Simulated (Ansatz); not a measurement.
## Response of SrCl2 to small distortions

```
CELL_PARAMETERS angstrom
0.00000 3.48550 3.48550
3.48550 0.00000 3.48550
3.48550 3.48550 0.00000
ATOMIC_POSITIONS crystal
Sr 0.00000 0.00000 0.00000
Cl 0.25000 0.25000 0.25000
Cl 0.75000 0.75000 0.75000
```

Atom numbers follow the list: Sr1, Cl2, Cl3.

Conventional cell: a = 6.971 Å, b = 6.971 Å, c = 6.971 Å, α = 90.00°, β = 90.00°, γ = 90.00°. Sr (atom 1) is surrounded by 8 Cl at 3.02 Å. Cl (atom 2) is surrounded by 4 Sr at 3.02 Å.

The cell comes from COD entry 1541509, which wasn't checked; take it as a given geometry.

Computed with Ansatz 0.2.0, DFT, LDA, all-electron LAPW, scalar-relativistic.

Sampling and basis: a Γ-centred 8×8×8 k mesh, Fermi–Dirac smearing of 0.01 eV, basis error target 1 meV/atom, no spin polarisation.

The unchanged cell is at -2.77 GPa.

Semilocal functionals give too small gaps.

x, y and z are the Cartesian axes of the cell as listed; fractional coordinates follow a strain, and an engineering shear is twice the off-diagonal strain component.

With this change (equal xy, yz and zx engineering shear strains of -2 %), what becomes of the energy and stress and forces and gap?

Energy change +1 meV/atom; stress change (xx, yy, zz, yz, xz, xy) 0.06, 0.06, 0.06, 0.30, 0.30, 0.30 GPa, compression positive; change of the force on Cl2 (0.044, 0.044, 0.044) eV/Å; gap on the k mesh 4.89 → 4.89 eV.

With this change (equal xy, yz and zx engineering shear strains of -1 %), what becomes of the energy and stress and forces and gap?

Energy change under 1 meV/atom; stress change (xx, yy, zz, yz, xz, xy) 0.01, 0.01, 0.01, 0.14, 0.14, 0.14 GPa, compression positive; change of the force on Cl2 (0.020, 0.020, 0.020) eV/Å; gap on the k mesh 4.89 → 4.89 eV.

With this change (equal xy, yz and zx engineering shear strains of +1 %), what becomes of the energy and stress and forces and gap?

Energy change under 1 meV/atom; stress change (xx, yy, zz, yz, xz, xy) 0.01, 0.01, 0.01, -0.12, -0.12, -0.12 GPa, compression positive; change of the force on Cl2 (-0.017, -0.017, -0.017) eV/Å; gap on the k mesh 4.89 → 4.89 eV.

With this change (equal xy, yz and zx engineering shear strains of +2 %), what becomes of the energy and stress and forces and gap?

Energy change +1 meV/atom; stress change (xx, yy, zz, yz, xz, xy) 0.05, 0.05, 0.05, -0.22, -0.22, -0.22 GPa, compression positive; change of the force on Cl2 (-0.032, -0.032, -0.032) eV/Å; gap on the k mesh 4.89 → 4.89 eV.
